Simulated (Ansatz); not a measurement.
TaN, DFT, PBEsol, all-electron PAW with datasets made for the crystal, scalar-relativistic (Ansatz 0.2.0), run on 1 thread of Arm Neoverse V1 on a shared host.

The cell is COD entry 2310957, as deposited and not checked against the literature; nothing was relaxed. The listed cell was then made from it by scaling, straining or moving an atom.

Command: `ansatz run input.yaml --threads 1 --pin off --max-ram 3072MiB --backend cpu --events-out ev --progress --plain --runs-dir out`

```yaml
crystal:
  lattice:
    - [0.0, 2.179, 2.24437]
    - [2.179, 0.0, 2.24437]
    - [2.179, 2.179, 0.0]
  atoms:
    - { symbol: Ta, position: [0.5, 0.5, 0.5] }
    - { symbol: "N", position: [0.0, 0.0, 0.0] }
kpoints:
  mp_grid: { grid: [9, 9, 9] }
scf:
  occupations: { method: fermi_dirac, width: 0.02 }
hamiltonian:
  xc: pbesol
  pseudopotentials: { kind: all_electron, datasets: crystal }
output:
  forces: true
  stress: true
  eigenvalues: true
  efg: { contact_densities: true }
```

(1) How large is the problem that the program sets up?

(2) Estimate the wall time and the peak memory.

(3) And the same cell and mesh by PAW (frozen-core files), asked for forces, stress, eigenvalues, efg, on the same hardware?

## Answers

(1) 75 irreducible k-points, 533 plane waves at Γ, 22 bands.

(2) 13 s of wall time for 9 SCF iterations, with a peak of 0.56 GiB. Times on shared machines scatter by tens of per cent.

(3) 3.2 s, peak memory 0.34 GiB.
